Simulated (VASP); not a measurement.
Input of a VASP 6.6.1 run:

Contents of INCAR:

```
  PREC = Accurate
  ENCUT = 520
  EDIFF = 1E-6
  ISMEAR = 0
  SIGMA = 0.02
  LREAL = False
  LASPH = True
  NELM = 100
  ALGO = Fast
  ISIF = 2
  LWAVE = False
  LCHARG = True
  GGA = PE
  LELF = True
  LVHAR = True
  NBANDS = 16
```

File KPOINTS:

```
regular mesh
0
Gamma
  9 9 4
```

POSCAR

```
AlN
1.0
    3.1302036629      0.0000000000      0.0000000000
   -1.5651018314      2.7108358911      0.0000000000
    0.0000000000      0.0000000000      5.0180193555
Al N
2 2
Direct
    0.6666666667      0.3333333333      0.4992349453
    0.3333333333      0.6666666667      0.9992349453
    0.6666666667      0.3333333333      0.8807650547
    0.3333333333      0.6666666667      0.3807650547
```

Potentials or basis: VASP PAW PBE potentials, release 64 (Al, N).

Command:

```console
$ cat potpaw_PBE.64/Al/POTCAR potpaw_PBE.64/N/POTCAR > POTCAR
$ mpirun -np 1 vasp_std > vasp.out
```

Task: What does it give for the pressure?

Result: -0.3 GPa.

Task: What does it give for the band gap on the k mesh?

Result: 4.04 eV, direct.

**The experiment to reproduce.**

“Structural and optical properties of self-assembled AlN nanowires grown on SiO2/Si substrates by molecular beam epitaxy”, 2024, arxiv:2402.00216 quotes, for a bulk crystal of AlN at 0 K: band gap 6.0343 eV (an exciton energy, a little under the gap).

Against the measured gap of AlN, 6.0343 eV (an exciton energy, a little under the gap; 0 K; quoted in “Structural and optical properties of self-assembled AlN nanowires grown on SiO2/Si substrates by molecular beam epitaxy”, 2024, arxiv:2402.00216), the calculated 4.04 eV is off by -1.99 eV. 2 values of this kind are on record (6.034 to 6.0343 eV); this one was drawn at random. The value is that of PBE, without temperature or zero-point motion. Semilocal functionals fall short of measured gaps as a rule. The cell is a database's relaxed one, not the measured one, which moves gaps too.
